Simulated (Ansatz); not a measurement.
# SiC (F-43m):Mn_Si, thermodynamic levels from a 54-atom cell

Aim: at which Fermi levels does Mn_Si in SiC (F-43m) change its charge? The model is a cell of 54 host atoms with 1 Si taken out and 1 Mn put in.

Method: place-levels on r2SCAN runs: charge-transition levels and formation energies with image-charge correction and potential alignment at the atomic sites; PAW set soft_1, in Ansatz 0.2.0.

The experiments to compare with:

For SiC, cubic 3C zincblende (literature value), “Insight into the structural, elastic and electronic properties of a new orthorhombic 6O-SiC polytype” (2020, pmc:7200658) quotes earlier work: band gap (indirect gap) 2.4 eV [literature value; measurement temperature and method not stated].

In doubt: warnings of the run leave room for a lower electronic state (in some of the runs), so energies may not be the lowest and differences between runs may mislead.

## (1) The structure

The cell holds 54 atoms: 26 Si, 27 C and 1 Mn. Cell: a = 9.242 Å, b = 9.242 Å, c = 9.242 Å, α = 60.0°, β = 60.0°, γ = 60.0°. It derives from SiC (space group F-43m). Nearest the centre at fractional (0.333, 0.667, 0.667): Mn35 at 0.00 Å, C30 at 1.89 Å, C34 at 1.89 Å, C36 at 1.89 Å, C18 at 1.89 Å, Si25 at 3.08 Å, Si23 at 3.08 Å, Si13 at 3.08 Å.

As a file:

```xyz
54
Lattice="0.0000 6.5349 6.5349 6.5349 0.0000 6.5349 6.5349 6.5349 0.0000" Properties=species:S:1:pos:R:3 pbc="T T T"
Si    0.0000    0.0000    0.0000
C     1.0891    1.0891    1.0891
Si    2.1783    2.1783    0.0000
C     3.2674    3.2674    1.0891
Si    4.3566    4.3566    0.0000
C     5.4457    5.4457    1.0891
Si    2.1783    0.0000    2.1783
C     3.2674    1.0891    3.2674
Si    4.3566    2.1783    2.1783
C     5.4457    3.2674    3.2674
Si    6.5349    4.3566    2.1783
C     7.6240    5.4457    3.2674
Si    4.3566    0.0000    4.3566
C     5.4457    1.0891    5.4457
Si    6.5349    2.1783    4.3566
C     7.6240    3.2674    5.4457
Si    8.7132    4.3566    4.3566
C     9.8023    5.4457    5.4457
Si    0.0000    2.1783    2.1783
C     1.0891    3.2674    3.2674
Si    2.1783    4.3566    2.1783
C     3.2674    5.4457    3.2674
Si    4.3566    6.5349    2.1783
C     5.4457    7.6240    3.2674
Si    2.1783    2.1783    4.3566
C     3.2674    3.2674    5.4457
Si    4.3566    4.3566    4.3566
C     5.4457    5.4457    5.4457
Si    6.5349    6.5349    4.3566
C     7.6240    7.6240    5.4457
Si    4.3566    2.1783    6.5349
C     5.4457    3.2674    7.6240
Si    6.5349    4.3566    6.5349
C     7.6240    5.4457    7.6240
Mn    8.7132    6.5349    6.5349
C     9.8023    7.6240    7.6240
Si    0.0000    4.3566    4.3566
C     1.0891    5.4457    5.4457
Si    2.1783    6.5349    4.3566
C     3.2674    7.6240    5.4457
Si    4.3566    8.7132    4.3566
C     5.4457    9.8023    5.4457
Si    2.1783    4.3566    6.5349
C     3.2674    5.4457    7.6240
Si    4.3566    6.5349    6.5349
C     5.4457    7.6240    7.6240
Si    6.5349    8.7132    6.5349
C     7.6240    9.8023    7.6240
Si    4.3566    4.3566    8.7132
C     5.4457    5.4457    9.8023
Si    6.5349    6.5349    8.7132
C     7.6240    7.6240    9.8023
Si    8.7132    8.7132    8.7132
C     9.8023    9.8023    9.8023
```

Known beforehand: the electronic dielectric constant, 7.06, and the static one, 10.43, computed on the host (DFPT, PBEsol, on the r2SCAN cell), and a cell off the functional's own equilibrium shifts the ionic part.

The cell's shortest repeat is 9.2 Å.

## (2) Charge states

Levels follow from differences of total energies between charge states, each relaxed by itself.

Random displacements of about 0.05 Å break the site symmetry at the start, so that the relaxation can reach a distorted minimum if there is one. Forces are taken on a 2×2×2 shifted mesh. The cell holds 1 electron more than the neutral one, with a uniform background that keeps it neutral on the whole.

The sampling was tested on the host first: at the k-points planned (1x1x1 shifted 0.25 0.25 0.25) its energy lies 0.119 eV an atom from the dense-mesh value, so the final energies take a denser sampling.

One of the inputs; charge, spin and start change from state to state.

Contents of qm1.relax/input.yaml:

```yaml
crystal:
  lattice:
    - [0.0, 2.17829624, 2.17829624]
    - [2.17829624, 0.0, 2.17829624]
    - [2.17829624, 2.17829624, 0.0]
  atoms:
    - { symbol: Si, position: [0.0, 0.0, 0.0] }
    - { symbol: C, position: [0.25, 0.25, 0.25] }
  supercell: [3, 3, 3]
  defects: [{ substitution: { at: 34, symbol: Mn } }]
total_charge: -1
basis:
  ecutwfc: 500
  xc_grid: 2
hamiltonian:
  xc: r2scan
  pseudopotentials: { kind: paw, azcp: { folder: soft_1 } }
kpoints:
  mp_grid: { grid: [2, 2, 2], shift: [0.5, 0.5, 0.5] }
scf:
  occupations: { method: fixed }
  max_iter: 100
output:
  forces: true
  charged_corrections: { epsilon: 7.06, static_epsilon: 10.43 }
relax:
  f_tol: 0.02
  max_steps: 80
  random_displacement: { amplitude: 0.05, seed: 8860 }
checkpoint:
  write: "../qm1.relax.run"
  compress: false
  write_wavefunctions: true
  write_every: 100000
```

Launch:

```sh
ansatz run input.yaml --threads 4 --pin off --max-ram 7536MiB --backend cpu --events-out ev --progress --plain --runs-dir out
```

The run of this state that the levels use, under r2SCAN:

Contents of qm1.point/input.yaml:

```yaml
crystal:
  checkpoint: "../qm1.relax.run"
  host: checkpoint
total_charge: -1
basis:
  ecutwfc: 500
  xc_grid: 2
hamiltonian:
  xc: r2scan
  pseudopotentials: { kind: paw, azcp: { folder: soft_1 } }
kpoints:
  mp_grid: { grid: [2, 2, 2], shift: [0.5, 0.5, 0.5] }
scf:
  occupations: { method: fixed }
  max_iter: 100
output:
  forces: true
  eigenvalues: true
  charged_corrections:
    epsilon: 7.06
    static_epsilon: 10.43
    defect_position: [0.333333, 0.666667, 0.666667]
  eigenstates: { localisation: true }
  populations: true
  band_densities: [{ bands: [v1, v1] }, { bands: [c1, c1] }]
  write_density: true
  write_potential: true
  volumetric_format: npy
checkpoint:
  read: "../qm1.relax.run"
  write: "../qm1.point.run"
  compress: false
  write_wavefunctions: false
  write_every: 100000
```

Relaxations under r2SCAN at a 2×2×2 shifted mesh; times on 4 threads of Arm Neoverse V1, shared host:

```tsv
charge	moment (μB)	occupations	outcome	steps	largest displacement against the far atoms (Å)	time
−1	0	fixed	converged	5	0.05	3 min
−1	2	fixed	converged	5	0.08	8.4 min
0	1	fixed	converged	10	0.04	20 min
+1	0	fixed	converged	5	0.03	5.1 min
+1	2	fixed	converged	6	0.03	6.3 min
```

Single points under r2SCAN at a 2×2×2 shifted mesh; times on 4 threads of Arm Neoverse V1, shared host:

```tsv
charge	moment (μB)	occupations	outcome	time
−1	0	fixed	converged	32 s
−1	2	fixed	converged	58 s
0	1	fixed	converged	64 s
+1	0	fixed	converged	22 s
+1	2	fixed	converged	63 s
```

Distances (Å) from Mn35 to the nearest atoms after relaxation with r2SCAN:

```tsv
charge	moment (μB)	1.	2.	3.	4.	5.	6.
−1	0	C 1.93	C 1.93	C 1.93	C 1.93	Si 3.07	Si 3.07
−1	2	C 1.96	C 1.96	C 1.96	C 1.97	Si 3.07	Si 3.07
0	1	C 1.91	C 1.91	C 1.92	C 1.93	Si 3.07	Si 3.07
+1	0	C 1.87	C 1.88	C 1.88	C 1.88	Si 3.09	Si 3.09
+1	2	C 1.91	C 1.91	C 1.91	C 1.91	Si 3.09	Si 3.09
```

## (3) Levels against the band edges, r2SCAN

A charged cell interacts with its images and the background, and its potential has another zero than the host's. place-levels removes the first by a point-charge model, screened by the static dielectric constant since the ions have relaxed around the charge, and the second by comparing potentials at atoms far from the defect.

The host is a run of the defect-free crystal in the same cutoffs, grids and k-points, so that basis and sampling errors cancel in part in the differences. The host is run in a cell of 2 atoms on a matching mesh. Its band edges are searched through the zone by a band path, so the gap is smaller than, or equal to, that on the mesh. Chemical potentials are energies per atom of Si (diamond) and Mn (gamma-Mn, layered antiferromagnet), run with the same functional and cutoff.

Contents of levels.point.yaml:

```yaml
host:
  run: host.point.run
states: [qm1.point.run, qm1_M2.point.run, q0_M1.point.run, qp1.point.run, qp1_M2.point.run]
geometry_from:
  qm1.point.run: qm1.relax.run
  qm1_M2.point.run: qm1_M2.relax.run
  q0_M1.point.run: q0_M1.relax.run
  qp1.point.run: qp1.relax.run
  qp1_M2.point.run: qp1_M2.relax.run
  host.point.run: host.relax.run
chemical_potentials:
  Si:
    energy: -639.06578
    dataset: <sha256 of the dataset>
  Mn:
    energy: -3903.948704
    dataset: "<sha256 of the dataset>"
epsilon: 7.06
static_epsilon: 10.43
vertical:
  - { from: qm1.point.run, to: qm1.point_neutral.run }
  - { from: qp1.point.run, to: qp1.point_neutral.run }
  - { from: qp1_M2.point.run, to: qp1_M2.point_neutral.run }
```

Launch:

```sh
ansatz place-levels levels.point.yaml -- --threads 4 --pin off --max-ram 7536MiB
```

Numbers of over 12 decimals in the logs are rounded to 6 here.

Log:

```text
[... repeated set-up lines and file paths are left out, and long positions are rounded to six places ...]
(+1/0) 1.477 eV above the valence edge, 0.233 eV under the conduction edge
(0/-1) 1.720 eV above the valence edge, in the conduction band
formation energy of charge +1: +1.896 eV with the Fermi level at the valence edge
formation energy of charge 0: +3.373 eV with the Fermi level at the valence edge
formation energy of charge -1: +5.093 eV with the Fermi level at the valence edge
vertical -1 to 0: no energy, since no alignment is typed
  the change from vertical[0].from (qm1.point.run) to vertical[0].to (qm1.point_neutral.run): by its potential at epsilon 7.06 it stands at 0.381 0.711 0.708, with an rms radius of about 1.5 Å (0.9 0.9 0.9 Å across the planes of the cell's vectors); [...]
vertical +1 to 0: no energy, since no alignment is typed
  the change from vertical[1].from (qp1.point.run) to vertical[1].to (qp1.point_neutral.run): by its spins about the atoms it stands at 0.342 0.670 0.666, with an rms radius of about 1.3 Å (0.7 0.8 0.8 Å across the planes of the cell's vectors); [...]
vertical +1 to 0: no energy, since no alignment is typed
  the change from vertical[2].from (qp1_M2.point.run) to vertical[2].to (qp1_M2.point_neutral.run): by its potential at epsilon 7.06 it stands at 0.372 0.712 0.704, with an rms radius of about 1.7 Å (1.0 1.0 1.0 Å across the planes of the cell's vectors); [...]
  edges by r2scan, gap 1.710 eV; the host is sampled to repeats of 18.48 Å
  the defect's cells are sampled to repeats of 18.48 Å, like sampling
  charge +1: -27338.2823 eV with its correction of +0.307 eV, at epsilon 10.43, aligned at sites: +0.0650 eV, mean over 19 atomic sites at or beyond 4.62 Å from the defect at [0.3333, 0.6667, 0.6667], with +0.000000 for the charge's moments and without [...]
  charge 0: +0.000 eV for its dipole among its images, +0.000 omitted
  charge -1: -27316.3297 eV with its correction of +0.080 eV, at epsilon 10.43, aligned at sites: +0.1621 eV, mean over 19 atomic sites at or beyond 4.62 Å from the defect at [0.3333, 0.6667, 0.6667], with +0.000000 for the charge's moments and without [...]
  charge +1: states[3] (qp1.point.run) stands 1.351 eV higher, with a moment of 0.00 μB against 2.00
  charge -1: states[0] (qm1.point.run) stands 0.502 eV higher, with a moment of 0.00 μB against 2.00
  of states[4] (qp1_M2.point.run): its alignment with the host at atomic sites is doubtful: the mean over the far sites moves by -0.1560 eV from their farther parts to their nearer, more than 0.05 eV. [...]
  of states[2] (q0_M1.point.run): stability_check_not_made
  of states[1] (qm1_M2.point.run): how wide its charge is, is not read beside other atoms or cores, and a band state would take no correction. [...]
  of states[3] (qp1.point.run): its alignment with the host at atomic sites is doubtful: the mean over the far sites moves by -0.1598 eV from their farther parts to their nearer, more than 0.05 eV. [...]
  of states[0] (qm1.point.run): its alignment with the host at atomic sites is doubtful: the mean over the far sites moves by +0.0863 eV from their farther parts to their nearer, more than 0.05 eV. [...]
  of vertical[0].to (qm1.point_neutral.run): stability_check_not_made
  of vertical[1].from (qp1.point.run): of the run under geometry_from: earlier_solves_read_negative
  of vertical[1].to (qp1.point_neutral.run): minimisation_begun; stability_check_not_made
  of vertical[2].from (qp1_M2.point.run): stability_check_not_made
  of vertical[2].to (qp1_M2.point_neutral.run): it set out from the moments of a save, which an earlier run chose (saved_moments_taken); stability_check_not_made
```

Run time: 0.5 s. Hardware: 4 threads of Arm Neoverse V1, shared host.

Levels between the charges placed, in eV above the valence top:

```tsv
	gap (eV)	(+1/0)	(0/−1)
r2SCAN	1.71	1.48	1.72
```

Corrections by state:

```tsv
charge	moment (μB)	image terms and alignment (eV)	band filling (eV)	ε used	over the lowest of its charge, as the program ranks them, band filling apart (eV)
+1	2.0	0.307	-	10.43	0.000
0	1.0	0.000	-	-	0.000
−1	2.0	0.080	-	10.43	0.000
+1	0.0	0.286	-	10.43	1.351
−1	0.0	0.126	-	10.43	0.502
```

The charged structures listed were also run neutral, and place-levels reads from each pair, by the potential or the spins, how wide the charge is by which they differ; that can be the carrier of either run.

```tsv
charge	rms radius (Å)	spread where it is widest against the cell (Å)	wide from (Å)	reading
+1	1.7	0.99	1.31	narrow
```

The neutral runs of these pairs need not share the spin of the lowest neutral state, and very wide values only mean spread over the cell.

From the program's caveats on the states, each cut to its opening words:

- charge +1 (2 μB): its alignment with the host at atomic sites is doubtful: the mean over the far sites moves by -0.1560 eV from their farther parts to their nearer, more than [...]
- charge +1 (2 μB), 0 (1 μB), −1 (2 μB): flagged: stability check not made
- charge −1 (2 μB): how wide its charge is, is not read beside other atoms or cores, and a band state would take no correction
- charge −1 (2 μB): its moments are held at its close (magnetization.spin_locking), by a field of 0.261 eV a Bohr magneton, and its energy and levels are of the state that this [...]
- charge +1: its alignment with the host at atomic sites is doubtful: the mean over the far sites moves by -0.1598 eV from their farther parts to their nearer, more than [...]
- charge −1: its alignment with the host at atomic sites is doubtful: the mean over the far sites moves by +0.0863 eV from their farther parts to their nearer, more than [...]

The host's formation energy from the elements is -0.356 eV per atom; it sets how far the chemical potentials can move.

Limit set by the element alone; other compounds of these elements are not counted. Chemical potentials from the elements' reference states: C 0.00 eV, Si -0.71 eV, Mn 0.00 eV. Formation energies (C-rich), with the Fermi level at the valence top and at the conduction bottom (gap 1.71 eV):

```tsv
charge	at valence top (eV)	at conduction bottom (eV)	correction included (eV)
+1	1.18	2.89	0.31
0	2.66	2.66	0.00
−1	4.38	2.67	0.08
```

| Fermi level (eV) | lowest formation energy (eV) |
| --- | --- |
| 0.00 | 1.18 |
| 0.16 | 1.34 |
| 0.31 | 1.50 |
| 0.47 | 1.65 |
| 0.62 | 1.81 |
| 0.78 | 1.96 |
| 0.93 | 2.12 |
| 1.09 | 2.27 |
| 1.24 | 2.43 |
| 1.40 | 2.58 |
| 1.55 | 2.66 |
| 1.71 | 2.66 |

Limit set by the element alone; other compounds of these elements are not counted. Chemical potentials from the elements' reference states: Si 0.00 eV, C -0.71 eV, Mn 0.00 eV. Formation energy by charge state (Si-rich; gap 1.71 eV):

```tsv
charge	at valence top (eV)	at conduction bottom (eV)	correction included (eV)
+1	1.90	3.61	0.31
0	3.37	3.37	0.00
−1	5.09	3.38	0.08
```

(Fermi level (eV), lowest formation energy (eV)): (0.00, 1.90), (0.16, 2.05), (0.31, 2.21), (0.47, 2.36), (0.62, 2.52), (0.78, 2.67), (0.93, 2.83), (1.09, 2.98), (1.24, 3.14), (1.40, 3.29), (1.55, 3.37), (1.71, 3.37)

## (4) Results

| Quantity | Value |
| --- | --- |
| gap of the host | 1.71 eV (r2SCAN) |
| level (plus 1/0) | 1.48 eV above the valence top |
| level (0/minus 1) | 1.72 eV above the valence top, past the conduction bottom |
| lowest of the charges placed, just above the valence top (0.02 eV) | +1 |
| lowest of the charges placed, just below the conduction bottom (0.02 eV) | 0 |
| lowest formation energy at mid-gap of the charges run, C-rich | 2.04 eV |
| lowest formation energy at mid-gap of the charges run, Si-rich | 2.75 eV |

Of the charges placed (−1, 0 and +1), the lowest changes at 1.48 eV (+1/0) above the valence top, in a gap of 1.71 eV. (+1/0) lies nearer to a band edge than the share of the finite-size correction in it (0.31 eV), and that correction holds for a localised charge alone. (0/−1) lies 0.01 eV from a band edge, less than the doubt on such levels. Charges above +1 were not placed, so these runs say nothing of levels that involve them. States placed: +1 at 2 μB and 0 μB; 0 at 1 μB; −1 at 2 μB and 0 μB. Other spin states or structures, where not listed, weren't placed. Mn is taken at its element; compounds, which aren't counted here, bound the chemical potentials and would shift these formation energies. The program doubts the alignment of potentials for at least one state, a sign that the cell is small. What this leaves open: r2SCAN makes the gap too small and tends to spread out bound carriers.

Computed beside measured:

| quantity | measured | r2SCAN |
| --- | --- | --- |
| band gap (least gap of the host) (eV) | 2.4 | 1.71 (-0.69 eV) |

Measured values from pmc:7200658 (2020).

How well it matches: The band gap is off by -0.69 eV. Local and semilocal functionals usually give gaps below the measured ones. Zero-point and thermal motion shift the measured gap.

[Logs are printed without paths, hosts, clocks, repeated set-up lines and the standing remarks that a program may print on its own settings, such as how far it seeks lower states.]

[Hosts, paths, dates, database ids (printed as entryN), source tags and the programs' standing remarks are cut or masked in the printed files.]

[Where a table of states has a column of steps, it counts the stored structures, which are thinned; the runs took as many ionic steps or more.]

[A defect's name tells the site on which it was built; relaxed atoms can leave that site.]

[For some hosts the program warned that the k-mesh of the response run may be too coarse for force constants and the static dielectric constant; such warnings are not shown here.]
